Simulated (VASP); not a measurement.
C: relaxation of cell and atoms with LDA

The system is C.

```xyz
4
Lattice="2.4459 0.0000 0.0000 -1.2230 2.1182 0.0000 0.0000 0.0000 6.5969" Properties=species:S:1:pos:R:3 pbc="T T T"
C     0.0000    0.0000    1.6492
C     0.0000    0.0000    4.9477
C     0.0000    1.4121    1.6492
C     1.2230    0.7061    4.9477
```

| Property | Result |
| --- | --- |
| Program | VASP 6.6.1 |
| Task | relaxation of cell and atoms |
| Functional | LDA |
| Potentials or basis | VASP PAW LDA potentials, release 64 (C) |
| Cutoff | 600 eV |
| k mesh | 12 × 12 × 4 |
| Occupations | gaussian, width 0.03 eV |
| Spin | no spin polarisation |
| Further INCAR settings | ALGO = Normal; EDIFF = 1e-07; IBRION = 2; EDIFFG = -0.005; NSW = 90; ISIF = 3 |

```
Relaxed volume                         : 8.49 Å³/atom
Relaxed cell                           : a = 2.446 Å, b = 2.446 Å, c = 6.551 Å, α = 90.00°, β = 90.00°, γ = 120.00°
Space group after relaxing (to 0.05 Å) : P6_3/mmc (No. 194)
Energy gained by relaxing              : 0.0 meV/atom
Ionic steps                            : 9
Pressure after relaxing                : 0.0 GPa
Band gap on the k mesh                 : none (metal or under the smearing width)
```

Step by step:
| step | energy change (eV) | largest force (eV/Å) | pressure (GPa) | volume (Å³) |
| --- | --- | --- | --- | --- |
| 1 | 0.0000 | 0.0000 | 0.06 | 34.18 |
| 2 | 0.0000 | 0.0000 | -0.39 | 34.19 |
| 3 | 0.0000 | 0.0000 | -0.15 | 34.19 |
| 4 | -0.0001 | 0.0000 | -0.14 | 34.16 |
| 5 | -0.0001 | 0.0000 | -0.12 | 34.08 |
| 6 | -0.0002 | 0.0000 | -0.07 | 33.92 |
| 7 | -0.0002 | 0.0000 | -0.07 | 33.95 |
| 8 | -0.0001 | 0.0000 | 0.51 | 33.91 |
| 9 | -0.0002 | 0.0000 | 0.01 | 33.95 |

Final structure:
```
C
1.0
     2.44622    0.00000    0.00000
    -1.22311    2.11849    0.00000
     0.00000    0.00000    6.55060
C
4
Cartesian
  0.0000 0.0000 1.6376
  0.0000 0.0000 4.9129
  0.0000 1.4123 1.6376
  1.2231 0.7062 4.9129
```

Levels at points of the mesh, in eV from the Fermi level:
```tsv
k point	band 6	band 7	band 8	band 9	band 10	band 11
(0.00, 0.00, 0.00)	-2.98	-2.95	-2.95	4.04	8.45	8.45
(0.50, 0.00, 0.00)	-6.38	-2.87	-2.08	1.48	2.27	7.49
(0.00, 0.00, 0.50)	-2.97	-2.97	-2.97	6.90	6.90	8.48
(0.50, 0.00, 0.50)	-6.41	-2.39	-2.39	1.61	1.61	7.73
```

Wall time 100 s on 1 thread of Intel(R) Xeon(R) Platinum 8259CL CPU @ 2.50GHz (Skylake/Cascade Lake), on a shared host, peak memory 0.14 GiB.
